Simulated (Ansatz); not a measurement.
Random displacements in Cu

Computed with DFT PBE, scalar-relativistic, plane waves, PAW in Ansatz. Settings: plane waves to 420 eV, k-mesh 12×12×12 (Γ-centred), Gaussian smearing 0.15 eV. No spin polarisation. Energies are free energies at this smearing, counted from the undisturbed cell; pressure is positive in compression.

Reference structure (as given, not relaxed at this level):

```
CELL_PARAMETERS angstrom
-3.61500 3.61500 0.00000
-3.61500 0.00000 3.61500
0.00000 3.61500 3.61500
ATOMIC_POSITIONS crystal
Cu 0.00000 0.00000 0.00000
Cu 0.50000 0.00000 0.00000
Cu 0.00000 0.50000 0.00000
Cu 0.00000 0.00000 0.50000
Cu 0.50000 0.50000 0.00000
Cu 0.50000 0.00000 0.50000
Cu 0.00000 0.50000 0.50000
Cu 0.50000 0.50000 0.50000
```

The atoms are displaced (Å, in the unstrained cell):

| atom | ux | uy | uz |
| --- | --- | --- | --- |
| Cu1 | -0.010 | 0.034 | 0.051 |
| Cu2 | -0.035 | 0.069 | -0.031 |
| Cu3 | 0.044 | 0.034 | -0.077 |
| Cu4 | -0.058 | -0.013 | 0.083 |
| Cu5 | -0.025 | -0.066 | -0.017 |
| Cu6 | -0.013 | -0.026 | 0.058 |
| Cu7 | -0.005 | -0.040 | -0.058 |
| Cu8 | 0.102 | 0.007 | -0.010 |

Strain (Voigt, engineering shear): (-0.0018, -0.0588, 0.0232, -0.0629, -0.0550, -0.0401).

(1) What are the energy change, the stress and the forces?

Results:

(1) ΔE = 73.3 meV/atom; stress (xx, yy, zz, yz, xz, xy; compression positive) (11.35, 12.58, 9.26, 6.08, 2.78, 4.58) GPa.
| atom | Fx (eV/Å) | Fy | Fz |
| --- | --- | --- | --- |
| Cu1 | -0.06 | -0.01 | -0.13 |
| Cu2 | 0.59 | 0.29 | 0.16 |
| Cu3 | -0.42 | -0.75 | 0.35 |
| Cu4 | 0.67 | 0.63 | -0.60 |
| Cu5 | -0.01 | 0.33 | 0.10 |
| Cu6 | -0.08 | 0.11 | -0.39 |
| Cu7 | 0.13 | -0.10 | 0.58 |
| Cu8 | -0.82 | -0.49 | -0.07 |

Cost: 1 run of about 3.6 core-minutes, on AMD EPYC 9R45 (Zen 5) (shared hosts).